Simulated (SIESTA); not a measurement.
TiO2:

```xyz
12
Lattice="4.8127 0.0000 0.0000 0.0000 4.8719 0.0000 -0.8629 0.0000 4.9666" Properties=species:S:1:pos:R:3 pbc="T T T"
Ti    1.1513    0.2573    1.0586
Ti    3.2300    2.6932    1.4247
Ti    2.7985    4.6146    3.9080
Ti    0.7198    2.1787    3.5419
O    -0.4276    0.8622    4.2293
O     3.9459    3.2981    3.2206
O     4.3774    4.0097    0.7373
O     0.0039    1.5738    1.7460
O     1.7406    3.6911    2.3183
O     2.6406    1.2552    0.1650
O     2.2092    1.1808    2.6483
O     1.3092    3.6167    4.8016
```

The cell comes from a database or a generator and needn't be the stable form of this composition.

Base run:

```yaml
Program: SIESTA 5.4.2
Functional: LDA
Potentials_or_basis: PseudoDojo 0.4 standard (LDA files)
Basis: DZP (energy shift 0.003 Ry; two zetas on semicore shells)
Grid_cutoff: 800 Ry
Energy_shift: 0.003 Ry
k_mesh: 6 × 6 × 6
Occupations: fermi-dirac, width 0.05 eV
Spin: no spin polarisation
```

Its results: band gap on the k mesh 2.13 eV, indirect (least direct gap 2.20 eV); pressure -6.8 GPa; largest force 0.149 eV/Å.

Question: The run is repeated on the same cell with these changes: functional from LDA to PBEsol; potentials or basis from PseudoDojo 0.4 standard (LDA files) to PseudoDojo 0.4 standard (PBEsol files). What comes out?

Answer: Band gap on the k mesh 2.17 eV, indirect (least direct gap 2.23 eV); pressure -0.4 GPa; largest force 0.167 eV/Å.

Caveats: the basis of atomic orbitals isn't converged, which shifts pressures, moduli and gaps.

Not every run made on this cell is shown here.
